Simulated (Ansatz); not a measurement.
Ag:

```
CELL_PARAMETERS angstrom
0.00000 2.04275 2.04275
2.04275 0.00000 2.04275
2.04275 2.04275 0.00000
ATOMIC_POSITIONS crystal
Ag 0.00000 0.00000 0.00000
```

* Program: Ansatz 0.2.0
* Task: relaxation of cell and atoms
* Functional: PBEsol
* Dispersion: D4
* Potentials or basis: Ansatz PAW
* Cutoff: 420 eV (not typed: the program's choice for these potentials)
* k mesh: 11 × 11 × 11
* Occupations: fermi-dirac, width 0.05 eV
* Spin: no spin polarisation

At the start: volume 17.05 Å³/atom.

Task: Where does the relaxation end?

Result: It ends after 6 steps and the volume is 16.21 Å³/atom (-4.9 %); space group Fm-3m (No. 225, to 0.05 Å).

The path:
| step | energy change (eV) | largest force (eV/Å) | volume (Å³) |
| --- | --- | --- | --- |
| 1 | 0.0000 | 0.0000 | 17.05 |
| 2 | -0.0009 | 0.0000 | 15.46 |
| 3 | -0.0162 | 0.0000 | 16.30 |
| 4 | -0.0164 | 0.0000 | 16.22 |
| 5 | -0.0164 | 0.0000 | 16.21 |
| 6 | -0.0161 | 0.0000 | 16.21 |

Final structure:
```
Ag
1.0
     0.00000    2.00855    2.00855
     2.00855    0.00000    2.00855
     2.00855    2.00855    0.00000
Ag
1
Direct
  0.00000 0.00000 0.00000
```

Caveat: the plane-wave basis is chosen anew once the cell has moved, so the energies of steps on either side of that aren't comparable; the PAW data sets come from PBE, with cores solved anew for the run's functional, which leaves a small shift of forces and pressure.
